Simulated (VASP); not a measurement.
# Ru in VASP: notebook, part 2 of 2

VASP 6.6.1. The steps go on from the part before.

### Step 4. Single point, PBEsol

File INCAR:

```
PREC     = Accurate       # precision mode
ENCUT    = 520            # plane-wave cutoff, eV
EDIFF    = 1E-6           # SCF threshold, eV
ISMEAR   = 1              # smearing method
SIGMA    = 0.1            # smearing width, eV
LREAL    = False          # projectors in reciprocal space
LASPH    = True           # aspherical terms in the spheres
NELM     = 80             # most SCF steps
ALGO     = Normal         # electronic algorithm
ISIF     = 2              # what is computed and relaxed
LWAVE    = False          # write WAVECAR
LCHARG   = False          # write CHGCAR
LDIPOL   = True         
IDIPOL   = 3            
DIPOL    = 0.5 0.5 0.500
GGA      = PS             # functional
LVHAR    = True         
LVACPOTAV= True         
ICORELEVEL= 1            
KPAR     = 4
```

File KPOINTS:

```
regular mesh
0
Gamma
  15 15 1
```

File POSCAR:

```
Ru                                      
1.0
    2.6879025100      0.0000000000      0.0000000000
   -1.3439507500      2.3277915600      0.0000000000
    0.0000000000      0.0000000000     27.7656270000
  Ru            
     7
Direct
     0.3333330000000032    0.6666659999999993    0.2726465292404731
     0.6666669999999968    0.3333340000000007    0.3462818283716166
     0.3333330000000032    0.6666659999999993    0.4230189949387371
     0.6666669999999968    0.3333340000000007    0.5000000000000000
     0.3333330000000032    0.6666659999999993    0.5769810050612627
     0.6666669999999968    0.3333340000000007    0.6537181716283833
     0.3333330000000032    0.6666659999999993    0.7273534707595269
```

Potentials or basis: VASP PAW PBE potentials, release 64 (Ru_pv).

The run is started by

```console
cat potpaw_PBE.64/Ru_pv/POTCAR > POTCAR
mpirun -np 4 vasp_std > vasp.out
```

OUTCAR:

```text
PREC = Accurate
   ENCUT = 520
   EDIFF = 1E-6
   ISMEAR = 1
   LREAL = False
   LASPH = True
   NELM = 80
   ISIF = 2
   GGA = PS

 ion  position               nearest neighbor table
   1  0.333  0.667  0.273-   2 2.57   2 2.57   2 2.57
   2  0.667  0.333  0.346-   1 2.57   1 2.57   1 2.57   3 2.64   3 2.64   3 2.64
   3  0.333  0.667  0.423-   2 2.64   2 2.64   2 2.64   4 2.64   4 2.64   4 2.64
   4  0.667  0.333  0.500-   3 2.64   5 2.64   3 2.64   5 2.64   3 2.64   5 2.64
   5  0.333  0.667  0.577-   6 2.64   6 2.64   6 2.64   4 2.64   4 2.64   4 2.64
   6  0.667  0.333  0.654-   7 2.57   7 2.57   7 2.57   5 2.64   5 2.64   5 2.64
   7  0.333  0.667  0.727-   6 2.57   6 2.57   6 2.57

  LATTYP: Found a hexagonal cell.
 ALAT       =     2.6879025100
 C/A-ratio  =    10.3298489795

  Lattice vectors:

 A1 = (   2.6879025100,   0.0000000000,   0.0000000000)
 A2 = (  -1.3439507500,   2.3277915600,   0.0000000000)
 A3 = (   0.0000000000,   0.0000000000,  27.7656270000)

Analysis of symmetry for initial positions (statically):
=====================================================================
 Subroutine PRICEL returns:
 Original cell was already a primitive cell.

 Routine SETGRP: Setting up the symmetry group for a
 hexagonal supercell.

 Subroutine GETGRP returns: Found 12 space group operations
 (whereof 12 operations were pure point group operations)
 out of a pool of 24 trial point group operations.

The static configuration has the point symmetry D_3h.

Analysis of symmetry for dynamics (positions and initial velocities):
=====================================================================
 Subroutine PRICEL returns:
 Original cell was already a primitive cell.

 Routine SETGRP: Setting up the symmetry group for a
 hexagonal supercell.

 Subroutine GETGRP returns: Found 12 space group operations
 (whereof 12 operations were pure point group operations)
 out of a pool of 24 trial point group operations.

The dynamic configuration has the point symmetry D_3h.

 Subroutine INISYM returns: Found 12 space group operations
 (whereof 12 operations are pure point group operations),
 and found     1 'primitive' translations

----------------------------------------------------------------------------------------

                                     Primitive cell

  volume of cell :     173.7261

  direct lattice vectors                    reciprocal lattice vectors
     2.687902510  0.000000000  0.000000000     0.372037303  0.214795784  0.000000000
    -1.343950750  2.327791560  0.000000000     0.000000000  0.429591729  0.000000000
     0.000000000  0.000000000 27.765627000     0.000000000  0.000000000  0.036015754

  length of vectors
     2.687902510  2.687902001 27.765627000     0.429591647  0.429591729  0.036015754

  position of ions in fractional coordinates (direct lattice)
     0.333333000  0.666666000  0.272646529
     0.666667000  0.333334000  0.346281828
     0.333333000  0.666666000  0.423018995
     0.666667000  0.333334000  0.500000000
     0.333333000  0.666666000  0.576981005
     0.666667000  0.333334000  0.653718172
     0.333333000  0.666666000  0.727353471

  ion indices of the primitive-cell ions
   primitive index   ion index
                 1           1
                 2           2
[... 74 lines left out ...]
   LASPH  =      T    aspherical Exc in radial PAW
   ENCUT  =  520.0 eV  38.22 Ry    6.18 a.u.   5.00  5.00 51.63*2*pi/ulx,y,z
   NELM   =     80;   NELMIN=  2; NELMDL= -5     # of ELM steps
   EDIFF  = 0.1E-05   stopping-criterion for ELM
   LREAL  =      F    real-space projection
   EDIFFG = 0.1E-04   stopping-criterion for IOM
   NSW    =      0    number of steps for IOM
   IBRION =     -1    ionic relax: 0-MD 1-quasi-New 2-CG
   NFREE  =      0    steps in history (QN), initial steepest desc. (CG)
   ISIF   =      2    stress and relaxation
   ISYM   =      2    0-nonsym 1-usesym 2-fastsym
   POTIM  = 0.5000    time-step for ionic-motion
   TEBEG  =    0.0;   TEEND  =   0.0 temperature during run
   PSTRESS=    0.0 pullay stress
   NELECT =      98.0000    total number of electrons
   NUPDOWN=      -1.0000    fix difference up-down
   EMIN   =  10.00;   EMAX   =-10.00  energy-range for DOS
   EFERMI =   0.00;   METHOD = LEGACY
   ISMEAR =     1;   SIGMA  =   0.10  broadening in eV -4-tet -1-fermi 0-gaus
   EFERMI_NEDOS =   21; number of points for ismear=-14 and -15
   IALGO  =     38    algorithm
   IMIX   =      4    mixing-type and parameters
     AMIX     =   0.40;   BMIX     =  1.00
     AMIX_MAG =   1.60;   BMIX_MAG =  1.00
  volume/ion in A,a.u.               =      24.82       167.48
  Fermi-wavevector in a.u.,A,eV,Ry     =   1.352680  2.556195 24.895178  1.829744
  Thomas-Fermi vector in A             =   2.479999
   LORBIT       =      0    0 simple, 1 ext, 2 COOP (PROOUT), +10 PAW based schemes
   GGA     = PS    functional components
   LHFCALC =     F    Hartree Fock is set to
   AEXX    =    0.0000 exact exchange contribution
   IVDW    =     0    specifies the selected vdW correction
   LEPSILON=     F    determine dielectric tensor
   LRPA    =     F    only Hartree local field effects (RPA)
 non-spin polarized calculation
 Methfessel and Paxton  Order N= 1 SIGMA  =   0.10
  energy-cutoff  :      520.00
  volume of cell :      173.73
 maximum number of plane-waves:      4767
 NGX is ok and might be reduce to    20
   NGX =  9   NGY =  9   NGZ =103

 number of electron      98.0000027 magnetization

 dipolmoment           0.000000      0.000000     -0.000000 electrons x Angstroem

 Free energy of the ion-electron system (eV)
  ---------------------------------------------------
  ext. energy  EPLUGINS =         0.00000000
  ---------------------------------------------------
  free energy    TOTEN  =       -68.82866746 eV

  energy without entropy =      -68.82497180  energy(sigma->0) =      -68.82743558

 the core state eigenenergies are
   1-  1s -21925.5234  2s  -3145.8435  2p  -2816.3820  3s   -547.4885  3p   -439.2607
       3d   -265.2555  4s    -68.0727
   2-  1s -21925.8916  2s  -3146.2896  2p  -2816.8210  3s   -547.9331  3p   -439.7053
       3d   -265.7047  4s    -68.5200
   3-  1s -21925.7117  2s  -3146.0982  2p  -2816.6307  3s   -547.7403  3p   -439.5125
       3d   -265.5114  4s    -68.3226
   4-  1s -21925.6777  2s  -3146.0630  2p  -2816.5955  3s   -547.7052  3p   -439.4774
       3d   -265.4762  4s    -68.2873
   5-  1s -21925.7117  2s  -3146.0982  2p  -2816.6307  3s   -547.7403  3p   -439.5125
       3d   -265.5114  4s    -68.3226
   6-  1s -21925.8916  2s  -3146.2896  2p  -2816.8210  3s   -547.9331  3p   -439.7053
       3d   -265.7047  4s    -68.5200
   7-  1s -21925.5234  2s  -3145.8435  2p  -2816.3820  3s   -547.4885  3p   -439.2607
       3d   -265.2555  4s    -68.0727

 E-fermi :   4.6769     XC(G=0):  -8.4316

 val. band max:        4.6592198041   @ k =   0.2667   0.0667   0.0000
 cond. band min:       4.6815526054   @ k =   0.0000   0.0000   0.0000
 fundamental gap:      0.0223328013
 Fermi energy:         4.6768679226

 k-point     1 :       0.0000    0.0000    0.0000
  band No.  band energies     occupation
      1     -38.9946      2.00000
      2     -38.9250      2.00000
      3     -38.6220      2.00000
      4     -38.3023      2.00000
      5     -38.1032      2.00000
      6     -38.1032      2.00000
[... 267 lines left out ...]
     30       0.4300      2.00000
     31       0.6607      2.00000

------------------------ aborting loop because EDIFF is reached ----------------------------------------

  FORCE on cell =-STRESS in cart. coord.  units (eV):
  Direction    XX          YY          ZZ          XY          YZ          ZX
  --------------------------------------------------------------------------------------
  -------------------------------------------------------------------------------------
  Total       -2.6780801     -2.6780794     -0.0935181     -0.0000006      0.0000000      0.0000000
  in kB      -24.6984134    -24.6984071     -0.8624644     -0.0000054      0.0000000      0.0000000
  external PRESSURE =     -16.7530950 kB  Pullay stress =       0.0000000 kB

 VOLUME and BASIS-vectors are now :
 -----------------------------------------------------------------------------
  energy-cutoff  :      520.00
  volume of cell :      173.73
      direct lattice vectors                 reciprocal lattice vectors
     2.687902510  0.000000000  0.000000000     0.372037303  0.214795784  0.000000000
    -1.343950750  2.327791560  0.000000000     0.000000000  0.429591729  0.000000000
     0.000000000  0.000000000 27.765627000     0.000000000  0.000000000  0.036015754

 POSITION                                       TOTAL-FORCE (eV/Angst)
 -----------------------------------------------------------------------------------
      0.00000      1.55186      7.57020         0.000000     -0.000000     -0.002938
      1.34395      0.77593      9.61473         0.000000      0.000000      0.003154
      0.00000      1.55186     11.74539         0.000000     -0.000000      0.001631
      1.34395      0.77593     13.88281        -0.000000     -0.000000      0.000000
      0.00000      1.55186     16.02024        -0.000000      0.000000     -0.001631
      1.34395      0.77593     18.15089         0.000000      0.000000     -0.003154
      0.00000      1.55186     20.19543         0.000000     -0.000000      0.002938
 -----------------------------------------------------------------------------------
    total drift:                               -0.000000      0.001440      0.000000

  FREE ENERGIE OF THE ION-ELECTRON SYSTEM (eV)
  ---------------------------------------------------
  free  energy   TOTEN  =       -68.8286674627 eV

  energy  without entropy=      -68.8249718045  energy(sigma->0) =      -68.82743558

 vacuum level on the upper side and lower side of the slab         9.813         9.813
```

It took 2.9 min on 4 MPI ranks of Intel Xeon Platinum 8259CL at 2.50GHz (Skylake/Cascade Lake), shared host; peak memory 0.38 GiB.

What came out:

```
Free energy                     : -68.8287 eV
Largest force                   : 0.003 eV/Å
Band gap on the k mesh          : none (metal or under the smearing width)
Work function of the upper face : 5.14 eV
Work function of the lower face : 5.14 eV
```

Forces in eV/Å, atoms in the order of the input:
```
Ru   0.000  0.000 -0.003
Ru   0.000  0.000  0.003
Ru   0.000  0.000  0.002
Ru   0.000  0.000  0.000
Ru   0.000  0.000 -0.002
Ru   0.000  0.000 -0.003
Ru   0.000  0.000  0.003
```

Core levels (eV, on the scale of the bands):
```
atom                                                                          levels
1 Ru  1s -21925.5, 2s -3145.8, 2p -2816.4, 3s -547.5, 3p -439.3, 3d -265.3, 4s -68.1
2 Ru  1s -21925.9, 2s -3146.3, 2p -2816.8, 3s -547.9, 3p -439.7, 3d -265.7, 4s -68.5
3 Ru  1s -21925.7, 2s -3146.1, 2p -2816.6, 3s -547.7, 3p -439.5, 3d -265.5, 4s -68.3
4 Ru  1s -21925.7, 2s -3146.1, 2p -2816.6, 3s -547.7, 3p -439.5, 3d -265.5, 4s -68.3
5 Ru  1s -21925.7, 2s -3146.1, 2p -2816.6, 3s -547.7, 3p -439.5, 3d -265.5, 4s -68.3
6 Ru  1s -21925.9, 2s -3146.3, 2p -2816.8, 3s -547.9, 3p -439.7, 3d -265.7, 4s -68.5
```

Caveat: the PAW data sets were made with another functional, which shifts forces and pressure a little.
